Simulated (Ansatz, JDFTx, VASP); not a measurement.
**PbS: 3 runs at one level of theory**

The starting cell:

```
Pb S
1.0
     0.00000    2.96575    2.96575
     2.96575    0.00000    2.96575
     2.96575    2.96575    0.00000
Pb S
1 1
Direct
  0.00000 0.00000 0.00000
  0.50000 0.50000 0.50000
```

Alike in all runs: task relaxation of cell and atoms; functional PBEsol; k mesh 8 × 8 × 8; occupations fermi-dirac, width 0.05 eV; no spin polarisation; no spin-orbit coupling.

| program and potentials | plane-wave cutoff (eV) | notes | equilibrium volume (Å³/atom) |
| --- | --- | --- | --- |
| Ansatz, all-electron LAPW, scalar-relativistic | - | - | 25.71 |
| VASP, PBE PAW files Pb_d, S, 600 eV | 600 | potentials made for PBE | 25.71 |
| JDFTx, PseudoDojo-SR-PBEsol-0.4.1-standard with smoothed tails | 762 | - | 25.72 |

The equilibrium volume spans 25.71 (VASP, PBE PAW files Pb_d, S, 600 eV) to 25.72 Å³/atom (JDFTx, PseudoDojo-SR-PBEsol-0.4.1-standard with smoothed tails), with all-electron results at 25.71. Relaxations stop with a little pressure left, so the last digit of a volume isn't settled.

Differences between rows come from potentials, basis sets and numerical settings, since the functional is the same but for its coding. Runs on potential files found faulty are left out.

The three equilibrium volumes are indistinguishable, so the small offset of the JDFTx value carries no physical meaning. Both potential-based runs reproduce the all-electron volume, which suggests that their description of the Pb and S cores is adequate for the bonding near equilibrium. In PbS the volume is set by the electrostatic attraction and Pb 6p–S 3p mixing, balanced against the repulsion between filled shells, including the Pb 6s pair. The deeper core levels hardly respond to this bonding, which is why a sound frozen-core treatment can work so well. The VASP result also suggests that using PBE potentials with PBEsol costs little here, either because the core–valence interaction differs only slightly between the two functionals or because small errors cancel. That can't be carried over unchecked to strongly compressed PbS, where overlapping semicore shells put greater demands on the potentials. Matching volumes also don't establish equal accuracy for the bulk modulus or the soft transverse optical phonons, which depend on how the energy and forces change away from equilibrium.
